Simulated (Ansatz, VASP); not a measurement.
**B27P26F (F_P): VASP beside Ansatz**

One calculation is typed for both programs; each brings its own data sets. How far apart do they land? The structure shown is the start of the Ansatz relaxation below; VASP solves that cell, so the two are compared at the walk's first step.

Method: plane waves, with VASP 6.6.1 beside it; single point at r2SCAN, in Ansatz 0.2.0.

## (1) The structure

The cell holds 54 atoms: 27 B, 26 P and 1 F. Cell: a = 9.623 Å, b = 9.623 Å, c = 9.623 Å, α = 60.0°, β = 60.0°, γ = 60.0°. It derives from BP (BP (F-43m)). Nearest the centre at fractional (0.250, 0.583, 0.583): F54 at 0.05 Å, B9 at 1.96 Å, B18 at 1.98 Å, B15 at 2.00 Å, B17 at 2.01 Å, P39 at 3.16 Å, P52 at 3.17 Å, P34 at 3.18 Å. The cell carries charge +2.

Structure file:

```xyz
54
Lattice="0.0000 6.8046 6.8046 6.8046 0.0000 6.8046 6.8046 6.8046 0.0000" Properties=species:S:1:pos:R:3 pbc="T T T"
B     0.0391    0.0236    0.0204
B     9.0345    2.2985    6.7934
B     4.5109   11.2980    6.8031
B     2.2743    0.0407    2.2398
B     4.5448    9.0797    9.0240
B     6.7726    4.5576    2.3003
B    11.3123    6.8330    4.5658
B     6.7635    2.2411    4.5274
B     9.1063    4.5374    4.5734
B     6.7711    2.3030    9.0599
B     9.0712    4.5764    9.1026
B    11.3178    6.7979    9.0289
B     9.0659    9.1063    4.5728
B     4.5166    4.5785    4.5547
B     6.7929    6.7998    4.4880
B     4.5712    2.2530    6.7721
B     6.7860    4.5275    6.8502
B     9.0938    6.7787    6.8418
B     0.0213    4.5089    4.5004
B     9.0578    6.7769   11.3020
B     4.5826    9.0917    4.5361
B     9.0342   11.3159    6.7848
B     4.5015    6.7868    6.8357
B     6.7797    9.0295    6.8083
B     4.5048    4.5748    9.0779
B     6.7865    6.7881    9.1163
B     9.0865    9.0276    9.0894
P     3.3532    3.3931    3.4037
P     5.6448    5.6661    3.3596
P     7.8977    7.9100    3.4047
P     5.7186    3.3956    5.6588
P    10.2301    7.9826    5.6654
P     7.9834    3.4087    7.9173
P    10.1595    5.6854    7.9444
P    12.4473    7.9597    7.9028
P     3.3695    5.6978    5.6965
P     5.6290    7.9665    5.6675
P     7.9291   10.1701    5.6380
P     5.6984    5.6792    7.8981
P     7.8915    7.9221    7.9358
P    10.2422   10.2260    7.9089
P     7.8928    5.6596   10.1902
P    10.2364    7.9765   10.2206
P    12.4497   10.2497   10.2018
P     3.4464    7.9243    7.9573
P     5.6803   10.2099    7.8897
P     7.9857   12.4900    7.9466
P     5.6574    7.9187   10.1629
P     7.9635   10.1970   10.1646
P    10.1611   12.4816   10.1878
P     7.9679    7.9253   12.4367
P    10.1927   10.2473   12.4493
P    12.4557   12.4324   12.4575
F     7.9885    5.6695    5.6736
```

## (2) Ansatz: relaxation, r2SCAN

Ansatz runs on its PAW soft_1 files.

The two programs are compared at the cell with which this relaxation starts, whose forces are those of its first step.

input.yaml reads:

```yaml
crystal:
  lattice:
    - [0.0, 2.26818541, 2.26818541]
    - [2.26818541, 0.0, 2.26818541]
    - [2.26818541, 2.26818541, 0.0]
  atoms:
    - { symbol: B, position: [0.0, 0.0, 0.0] }
    - { symbol: P, position: [0.75, 0.75, 0.75] }
  supercell: [3, 3, 3]
  defects: [{ substitution: { at: 9, symbol: F } }]
total_charge: 2
basis:
  ecutwfc: 500
  xc_grid: 2
hamiltonian:
  xc: r2scan
  pseudopotentials: { kind: paw, azcp: { folder: soft_1 } }
kpoints:
  mp_grid: { grid: [2, 2, 2], shift: [0.5, 0.5, 0.5] }
scf:
  occupations: { method: fixed }
  max_iter: 80
output:
  forces: true
  charged_corrections: { epsilon: 9.31, static_epsilon: 9.42 }
relax:
  f_tol: 0.02
  max_steps: 80
  random_displacement: { amplitude: 0.05, seed: 6255 }
checkpoint:
  write: "../qp2.relax.run"
  compress: false
  write_wavefunctions: true
  write_every: 100000
```

On the command line:

```bash
ansatz run input.yaml --threads 4 --pin off --max-ram 7536MiB --backend cpu --events-out ev --progress --plain --runs-dir out
```

Numbers of over 12 decimals in the logs are rounded to 6 here.

Output:

```text
Engine: ansatz 0.2.0, aarch64-unknown-linux-gnu
Pseudopotentials: kind: paw
Pseudopotential: B, paw, valence charge 3, recommended cutoff 500 eV (meta_gga), soft_1/B.paw.azcp
Pseudopotential: P, paw, valence charge 5, recommended cutoff 500 eV (meta_gga), soft_1/P.paw.azcp
Pseudopotential: F, paw, valence charge 7, recommended cutoff 500 eV (meta_gga), soft_1/F.paw.azcp
Functional definition: r2SCAN
  parameter k0 = 0.174
  parameter k1 = 0.065
  parameter a1 = 4.9479
  exchange = r2scan_x(k0 = k0, k1 = k1, a1 = a1)
  correlation = r2scan_c
Crystal: 54 atoms, lattice volume = 630.129 Å³
Basis set: ecut = 500 eV, 16049 PW (Γ), exchange–correlation on 144×144×144 points (8 copies of the dense FFT grid, shifted against one another)
Bands: 162, of which v1, the nominal top of the filled ones, is band 108 counted from 1 (107 counted from 0)
Symmetry: 1 space group operations
k-points: 4 of 8 (time reversal used)
Non-local potential: B, projectors of the file, l = 0: 2, l = 1: 2, l = 2: 1
Non-local potential: P, projectors of the file, l = 0: 2, l = 1: 2, l = 2: 1
Non-local potential: F, projectors of the file, l = 0: 2, l = 1: 2, l = 2: 1
PAW form: soft (Blöchl's): semilocal exchange-correlation on the pseudo side does not see the compensation charge
PAW frozen core: B, regenerated for the run's functional (the file was generated under x = pbe(κ = 0.804, μ = 0.219515), c = pbe(β = 0.066725))
PAW frozen core: P, regenerated for the run's functional (the file was generated under x = pbe(κ = 0.804, μ = 0.219515), c = pbe(β = 0.066725))
PAW frozen core: F, regenerated for the run's functional (the file was generated under x = pbe(κ = 0.804, μ = 0.219515), c = pbe(β = 0.066725))
PAW one-centre angular grid: B, 302 points (default); XC on 223 of its mesh's 2233 points in the sphere
PAW one-centre angular grid: P, 302 points (default); XC on 160 Gauss nodes
PAW one-centre angular grid: F, 302 points (default); XC on 160 Gauss nodes
Initial density: superposition of atomic densities (chi_scale 0.1, normalization cell, long waves kept (reshape's long-wave potential 0.78 eV rms))
Initial wavefunctions: pseudopotential atomic-orbital guess
Functional: x = r2scan, c = r2scan; τ floored in thin density (d = 2e-4 eV/Å³)
SCF iter   1: F=—  HF=-24857.745873 eV  |F-HF|=—  |Δ(HF+E_count)|=         —  Δρ=1.87e-1  dr2=3.89e2  dr2_τ=1.16e1  ethr=3.10e-3  ⟨swp⟩=6.0  Hψ=2433  notcnv=0  defer=201
preconditioner: auto → Resta (q_TF=auto, 2.282 Å⁻¹)  ε∞=4.5  [insulator: Δε(μ)=0.113 eV  Ē_g=11.647 eV  n_scr=136 (ndim 8)  ℏωp=21.7 eV  f_vac=0.000  ε∞_Penn≈4.5]
SCF iter   2: F=—  HF=-24832.347525 eV  |F-HF|=—  |Δ(HF+E_count)|=    2.54e1  Δρ=1.29e-1  dr2=6.65e1  dr2_τ=8.29e0  ethr=3.10e-3  ⟨swp⟩=7.0  Hψ=3294  notcnv=0  defer=207
SCF iter   3: F=—  HF=-24815.153356 eV  |F-HF|=—  |Δ(HF+E_count)|=    1.72e1  Δρ=5.31e-2  dr2=1.41e1  dr2_τ=3.88e-1  ethr=3.10e-3  ⟨swp⟩=5.5  Hψ=1607  notcnv=0  defer=206
SCF iter   4: F=—  HF=-24814.171193 eV  |F-HF|=—  |Δ(HF+E_count)|=   9.82e-1  Δρ=3.81e-2  dr2=8.14e0  dr2_τ=4.49e-1  ethr=3.10e-3  ⟨swp⟩=7.2  Hψ=1811  notcnv=0  defer=204
SCF iter   5: F=—  HF=-24812.795958 eV  |F-HF|=—  |Δ(HF+E_count)|=    1.38e0  Δρ=3.50e-3  dr2=2.21e-1  dr2_τ=1.41e-2  ethr=3.10e-3  ⟨swp⟩=4.2  Hψ=1110  notcnv=0  defer=204
SCF iter   6: F=—  HF=-24812.767781 eV  |F-HF|=—  |Δ(HF+E_count)|=   2.82e-2  Δρ=1.26e-3  dr2=1.33e-2  dr2_τ=3.86e-4  ethr=1.02e-4  ⟨swp⟩=5.2  Hψ=928  notcnv=0  defer=208
SCF iter   7: F=—  HF=-24812.770780 eV  |F-HF|=—  |Δ(HF+E_count)|=   3.00e-3  Δρ=5.13e-4  dr2=3.60e-3  dr2_τ=7.05e-5  ethr=6.14e-6  ⟨swp⟩=3.2  Hψ=906  notcnv=0  defer=208
SCF iter   8: F=—  HF=-24812.770362 eV  |F-HF|=—  |Δ(HF+E_count)|=   4.18e-4  Δρ=3.84e-4  dr2=1.21e-3  dr2_τ=4.10e-5  ethr=1.67e-6  ⟨swp⟩=3.2  Hψ=1283  notcnv=0  defer=208
SCF iter   9: F=—  HF=-24812.770140 eV  |F-HF|=—  |Δ(HF+E_count)|=   2.22e-4  Δρ=1.79e-4  dr2=2.87e-4  dr2_τ=8.59e-6  ethr=5.59e-7  ⟨swp⟩=2.0  Hψ=940  notcnv=0  defer=208
SCF iter  10: F=—  HF=-24812.770075 eV  |F-HF|=—  |Δ(HF+E_count)|=   6.51e-5  Δρ=4.67e-5  dr2=1.73e-5  dr2_τ=5.40e-7  ethr=1.33e-7  ⟨swp⟩=2.2  Hψ=772  notcnv=0  defer=208
SCF iter  11: F=-24812.770071 eV  HF=-24812.770072 eV  |F-HF|=7.66e-8  |Δ(HF+E_count)|=   3.63e-6  Δρ=3.59e-6  dr2=1.24e-7  dr2_τ=8.73e-9  ethr=4.63e-9  ⟨swp⟩=5.8  Hψ=2037  notcnv=0
SCF 1 converged in 11 iterations: F = -24812.770071 eV  dr2 = 1.24e-7
  greatest PAW one-centre occupation: 0.938 electrons in one spin orbital (limit 2), on the F atom at site 9 (counted from 0), in its partial waves of l = 0
relax step   1: F+E_penalty+E_count = -24812.77007143 eV  Δ(F+E_penalty+E_count) = +0.000e0 eV  max|allowed force component| = 2.181e0 eV/Å  Δτ_max = 0.0000 Å  (11 SCF iters, dr2 threshold 1.00e-5 eV, accepted)
Initial density: handed on by an earlier stage of this run
Initial wavefunctions: those handed on with the density
[...]
k-point 2: bands = [... 104 lower, 7.6213, 7.7058, 8.1222, 8.2954, 9.5623, 10.1408, 10.6719, 10.9719, ... 50 higher]
  k-point 3: bands = [... 104 lower, 7.5487, 7.6939, 8.1291, 8.3713, 9.3737, 10.5019, 10.8833, 10.9616, ... 50 higher]
--- Relaxed structure (10 steps of the walk, 10 accepted, 0 SCFs on fresh bases) ---
  F+E_penalty+E_count = -24815.36605732 eV   max|allowed force component| = 1.011e-2 eV/Å
  atoms:
    - { symbol: B, position: [-0.000390226, -0.000876213, 0.000427637] }
    - { symbol: P, position: [0.250064, 0.248908, 0.250217] }
    - { symbol: B, position: [-0.00136898, -0.000964366, 0.333819] }
    - { symbol: P, position: [0.248000, 0.249605, 0.581404] }
    - { symbol: B, position: [-0.00137233, -0.000979579, 0.668064] }
    - { symbol: P, position: [0.248002, 0.249643, 0.920388] }
    - { symbol: B, position: [-0.00139383, 0.332527, 0.000353659] }
    - { symbol: P, position: [0.248010, 0.580097, 0.250903] }
    - { symbol: B, position: [0.000140964, 0.332253, 0.333540] }
    - { symbol: F, position: [0.186990, 0.603646, 0.604820] }
    - { symbol: B, position: [-0.0014132, 0.332508, 0.668040] }
    - { symbol: P, position: [0.248012, 0.580157, 0.920641] }
    - { symbol: B, position: [-0.00135122, 0.666760, 0.000311964] }
    - { symbol: P, position: [0.248019, 0.919097, 0.250897] }
    - { symbol: B, position: [-0.00140162, 0.666742, 0.333804] }
    - { symbol: P, position: [0.247992, 0.919363, 0.581436] }
    - { symbol: B, position: [0.000801463, 0.665457, 0.666728] }
    - { symbol: P, position: [0.249380, 0.915858, 0.917168] }
    - { symbol: B, position: [0.335420, -0.00265839, -0.00140946] }
    - { symbol: P, position: [0.584650, 0.248060, 0.249368] }
    - { symbol: B, position: [0.336134, -0.00140442, 0.332431] }
    - { symbol: P, position: [0.587095, 0.249911, 0.581233] }
    - { symbol: B, position: [0.335372, -0.00256866, 0.668260] }
    - { symbol: P, position: [0.584661, 0.248078, 0.917381] }
    - { symbol: B, position: [0.336144, 0.331155, -0.000110909] }
    - { symbol: P, position: [0.587088, 0.579903, 0.251263] }
    - { symbol: B, position: [0.336118, 0.331088, 0.332386] }
    - { symbol: P, position: [0.587292, 0.579869, 0.581160] }
    - { symbol: B, position: [0.348362, 0.287229, 0.681947] }
    - { symbol: P, position: [0.584349, 0.581362, 0.916963] }
    - { symbol: B, position: [0.335363, 0.666962, -0.0012536] }
    - { symbol: P, position: [0.584662, 0.916069, 0.249370] }
    - { symbol: B, position: [0.348381, 0.680657, 0.288487] }
    - { symbol: P, position: [0.584354, 0.915661, 0.582654] }
    - { symbol: B, position: [0.348380, 0.680833, 0.682060] }
    - { symbol: P, position: [0.584345, 0.915627, 0.916915] }
    - { symbol: B, position: [0.667430, -0.00117672, 0.00011348] }
    - { symbol: P, position: [0.917566, 0.248613, 0.249926] }
    - { symbol: B, position: [0.667410, -0.00119207, 0.333255] }
    - { symbol: P, position: [0.917575, 0.248610, 0.583269] }
    - { symbol: B, position: [0.667282, -0.0032873, 0.667825] }
    - { symbol: P, position: [0.916953, 0.248484, 0.916998] }
    - { symbol: B, position: [0.667414, 0.331960, 0.000122209] }
    - { symbol: P, position: [0.917577, 0.581976, 0.249916] }
    - { symbol: B, position: [0.667235, 0.331065, 0.332383] }
    - { symbol: P, position: [0.917014, 0.581605, 0.582905] }
    - { symbol: B, position: [0.667253, 0.331083, 0.668863] }
    - { symbol: P, position: [0.916871, 0.581621, 0.918038] }
    - { symbol: B, position: [0.667267, 0.666539, -0.00198182] }
    - { symbol: P, position: [0.916956, 0.915696, 0.249783] }
    - { symbol: B, position: [0.667269, 0.667554, 0.332380] }
    - { symbol: P, position: [0.916857, 0.916756, 0.582916] }
    - { symbol: B, position: [0.667363, 0.666518, 0.667802] }
    - { symbol: P, position: [0.916926, 0.915724, 0.917022] }
```

[end of part 1 of 2]

[Lines on the potential files, build, host, timing and source positions are cut from VASP's logs without a mark.]

[Logs are printed without paths, hosts, clocks, repeated set-up lines and the standing remarks that a program may print on its own settings, such as how far it seeks lower states.]

[Hosts, paths, dates, database ids (printed as entryN), source tags and the programs' standing remarks are cut or masked in the printed files.]
